# How much of a band gap will the calculation miss?

A computed band gap is often needed for a crystal before there is a measured one to hold it against. It can still be put to use if the size of its error can be foreseen. The table gives computed and measured gaps for four crystals and leaves two open, wurtzite CdSe and diamond. What will the same calculation give for these two?

Band gaps of crystals computed with FLEUR (P with MaX-R8.1, patched build s14, all others with a later development version): Kohn-Sham DFT with the revPBE functional, all-electron FLAPW basis, no spin polarisation or spin-orbit coupling, cells as given and not relaxed. The computed gap is the lowest empty level less the highest filled level over all points of the k-mesh, whether direct or indirect.

```csv
formula,space group,volume of the given cell (Å³/atom),potentials or basis,k-mesh,computed band gap (eV),measured band gap (eV),range of the values found (eV),source,computed less measured (eV)
P,Cmce,20.46,all electron,8x8x6,0.148,0.3,0.28 to 0.33,arXiv:1505.07061 (2015),-0.15
Ge,Fd-3m,22.64,all electron,8x8x8,0.129,0.744,0.66 to 0.89,arXiv:cond-mat/0311008 (2003),-0.61
InP,F-43m,25.17,all electron,8x8x8,0.812,1.42,one value,arXiv:cond-mat/0006134 (2000),-0.61
CdSe (1),F-43m,28.94,all electron,8x8x8,0.683,1.69,one value,arXiv:1007.2297 (2010),-1.01
CdSe (2),P6_3mc,28.10,all electron,7x7x4,?,?,?,?,?
C,Fd-3m,5.67,all electron,13x13x13,?,?,?,?,?
```

## What happens

All four known gaps come out too small, but the loss follows no fixed percentage. InP keeps 57 % of its measured gap, zinc-blende CdSe 40 % and Ge only 17 %. In electronvolts, zinc-blende CdSe loses the most, about 1.0 eV. The rows are a selection from which poor matches to measured values were left out, so errors in general may scatter more widely than here. The measured gaps were read out of papers by a program, which can go wrong now and then, and those of InP and zinc-blende CdSe rest on one value each.

The entry for Ge needs a correction before it can serve as a guide. Real Ge has an indirect gap, whereas the calculation puts the lowest empty level directly above the highest filled one. The fair partner is therefore the measured direct gap, roughly 0.9 eV as recalled, and the shortfall becomes 0.77 eV. That Ge and InP show the same error in the table is a coincidence.

Phosphorus looks best, with an error of only −0.15 eV, but this is no sign that the functional suits it better. Its layered crystal was computed in a cell that is too large, stretched between the layers and along one direction within them. Compression is known to close the gap of this material, so the stretched cell opens it and hides part of the error. For this reason P is left out of the model below.

## Why the gap is too small

The true gap is the energy needed to remove an electron from the crystal, less the energy gained when one is added. The calculation reads off something else: the distance between the highest filled and the lowest empty level at a fixed number of electrons. In exact density-functional theory the two differ by a constant, because the potential jumps when an electron is added across the gap. A functional built from the local density and its gradient has no such jump, since one extra electron hardly changes the density anywhere in a large crystal.

The size of the missing part can be argued from exchange. Exchange lowers the filled levels more than the empty ones, and a local potential reproduces this difference poorly. In a solid the other electrons screen the effect, the more so the more easily they are polarised. The missing part should then shrink as the electronic dielectric constant $\varepsilon$ grows:

$$E_\text{computed} \approx E_\text{measured} - \frac{A}{\varepsilon}$$

This is a scaling argument, not a derivation, and the energy $A$ has to come from the data. A fit to Ge, InP and zinc-blende CdSe, with rough recalled values of $\varepsilon$, gives $A \approx 6.7$ eV. These rows don't prove the rule, and Ge speaks against it: with the largest $\varepsilon$ it should miss least, by about 0.4 eV, yet it misses by more than InP. P, outside the fit, agrees badly too: the rule asks for a shortfall of 0.61 eV where the table has 0.15 eV, and no run here tests whether the stretched cell accounts for the difference. A plain constant shortfall of 0.80 eV describes them slightly better, with a scatter of 0.16 eV against 0.21 eV. The preference for screening rests on theory. The CdSe row also carries errors that the rule doesn't describe. Its cell is somewhat too large, which lowers the gap, and its filled d states probably lie too high and push up the top of the valence band. These runs don't separate such parts, so $A$ is an effective number and no pure measure of the missing exchange.

## Two forecasts

Diamond took no part in the fit. Its measured gap is roughly 5.5 eV and its dielectric constant about 5.7, both recalled, so that

$$E_\text{computed} \approx 5.5\ \text{eV} - \frac{6.7\ \text{eV}}{5.7} \approx 4.3\ \text{eV}.$$

I shift this down a little, to **4.2 eV, with a range of 3.9 to 4.5 eV**. Spin-orbit coupling is left out of all the calculations. It would lower the gaps of Ge and CdSe by about 0.1 eV and that of InP, despite the heavy indium, by rather less, so their true shortfall is larger than the fit assumes, while in carbon it hardly matters. I also recall that calculations of this kind put diamond a little above 4 eV, so the forecast isn't independent of experience. Diamond should miss its measured gap by more than 1 eV and still keep the largest share of it.

For wurtzite CdSe there is a better guide than a general rule, namely the same compound in the zinc-blende structure. The wurtzite cell is 2.9 % smaller per atom. Squeezing such a crystal widens its direct gap, because the antibonding lower edge of the conduction band rises relative to the valence band. With a rough recalled deformation potential of 2.5 eV, the smaller cell adds 0.07 eV.

The different stacking of the layers should add about 0.04 eV more. Together with the zinc-blende gap of 0.68 eV this gives **0.80 eV, with a range of 0.70 to 0.90 eV**. The gap should thus lie slightly above that of zinc blende and still far below experiment.

## What the calculation gave

The withheld rows as computed:

```csv
formula,space group,volume of the given cell (Å³/atom),potentials or basis,k-mesh,computed band gap (eV),measured band gap (eV),range of the values found (eV),source,computed less measured (eV)
CdSe (2),P6_3mc,28.10,all electron,7x7x4,0.834,1.74,1.71 to 1.76,pmc:10253836 (2023),-0.91
C,Fd-3m,5.67,all electron,13x13x13,4.142,5.5,5.47 to 5.5,arXiv:2306.06972 (2023),-1.36
```

Both values fall inside their ranges. Wurtzite CdSe comes out 0.04 eV above the forecast and diamond 0.06 eV below it. Diamond does miss by more than 1 eV, and it keeps 75 % of its measured gap, the largest share of the six crystals. The two hits differ in what they teach, as the printed output after this text helps to show.

In CdSe the computed gap rises by 0.15 eV from zinc blende to wurtzite, where the forecast allowed 0.11 eV. The effect of the stacking, that of the volume or both were set too low, and these two rows can't tell which. About half of the rise is due to the cell by the estimate above. The measured gaps of the two forms, found by different methods, differ by only 0.05 eV, and the real crystals have nearly the same volume per atom. The smaller error of the wurtzite row is therefore no evidence that the functional describes this structure better; much of it reflects the stretched zinc-blende cell.

In diamond the constant shortfall fails clearly: it would have given a gap 0.56 eV too large. The screening rule without my shift is 0.18 eV too large, so it points the right way. The success is weaker than it looks, however. The vibrations of the light carbon atoms lower the measured gap by roughly 0.3 eV even at the lowest temperature, and the calculation holds the atoms still. Against a measured gap freed of this effect, the screening rule would miss by about 0.5 eV.

A comparison of diamond with CdSe shows where the rule is too simple. Their dielectric constants are close, so the rule expects nearly equal shortfalls. The table has 1.36 eV for diamond but 0.91 eV for wurtzite CdSe. Removing the vibrations should widen the difference, while spin-orbit coupling, left out here, should narrow it by about 0.1 eV. A likely reason is that $A$ isn't the same for all crystals: exchange is stronger between the compact orbitals of carbon's short bonds. That is a plausible guess, which these data don't test.

## What to do about it

For a new crystal, start from the closest relative whose error is known, and first correct for any stretch of either cell away from its real volume. In CdSe the zinc-blende error, reduced by the estimated 0.07 eV for its larger cell, matches the wurtzite error to within a few hundredths of an electronvolt. The larger part of the error is common to both structures and needs no explanation. When two structures of one compound are compared, their cells should be prepared in the same way, either both measured or both relaxed. Otherwise a difference of 3 % in volume can pass for an effect of structure.

A correction learned on crystals with small gaps shouldn't be carried over unchanged to one with a wide gap. The constant shortfall fitted the three crystals with smaller gaps to about 0.2 eV and still failed for diamond by more than half an electronvolt. Where no close relative is at hand, a hybrid functional is the sounder choice. It includes part of the exchange explicitly, which pushes filled and empty levels apart, and so acts on the cause. Its share of exchange is usually fixed, though, where the argument above asks for one that grows as $\varepsilon$ falls. A hybrid can therefore still be expected to fall short for crystals with very wide gaps.

The smallest gaps call for the most care. Ge retains 0.13 eV here, and spin-orbit coupling would take away most of that. The gaps in the table were read only at the points of the k-mesh, and a small gap could close between them. For Ge and P the bands were also followed along lines through the zone, and the gaps found there are the same, 0.129 and 0.148 eV. So no closing was seen, though points off these lines weren't searched. Even so, where the error is as large as the remaining gap or larger, the calculation can't be trusted to tell a semiconductor from a metal, and the order of its lowest empty levels should be checked before the gap is used at all.

The analysis program printed:

```
fit of deficit on 3 rows (layered == 0): coefficient of inveps -6.719 +/- 1.3; rms 0.214, worst Ge 0.351, leave-one-out rms 0.265
  rows outside the fit (model, value, miss): P -0.6108, -0.152, -0.459; CdSe (2) -1.084, -0.966, -0.118; C -1.179, -1.358, 0.179
Computed and measured gaps:
       row  computed eV  measured eV  difference eV  share kept
         P        0.148          0.3          -0.15      0.4933
        Ge        0.129        0.744          -0.61      0.1734
       InP        0.812         1.42          -0.61      0.5718
  CdSe (1)        0.683         1.69          -1.01      0.4041
  CdSe (2)        0.834         1.74          -0.91      0.4793
         C        4.142          5.5          -1.36      0.7531
Ge, computed less rough direct gap (eV): -0.771
Same-shortfall rule, mean of Ge, InP, CdSe (eV): -0.7953
Scatter about the same-shortfall rule (eV): 0.1638
Scatter about the screening rule (eV): 0.2141
Diamond by the same-shortfall rule (eV): 4.705
Diamond by the screening rule (eV): 4.321
Diamond, final forecast (eV): 4.2
Diamond, final forecast less computed (eV): 0.058
Diamond, same-shortfall rule less computed (eV): 0.5627
Diamond, screening rule less computed (eV): 0.1792
Wurtzite cell smaller than zinc-blende cell by (percent): 2.903
Opening of the CdSe gap by the smaller cell, estimate (eV): 0.07364
Wurtzite CdSe, forecast (eV): 0.7966
Wurtzite CdSe, forecast less computed (eV): -0.03736
CdSe, wurtzite less zinc blende, computed (eV): 0.151
CdSe, wurtzite less zinc blende, measured (eV): 0.05
Diamond mesh point nearest the band minimum, fraction of the way to X: 0.7692
```
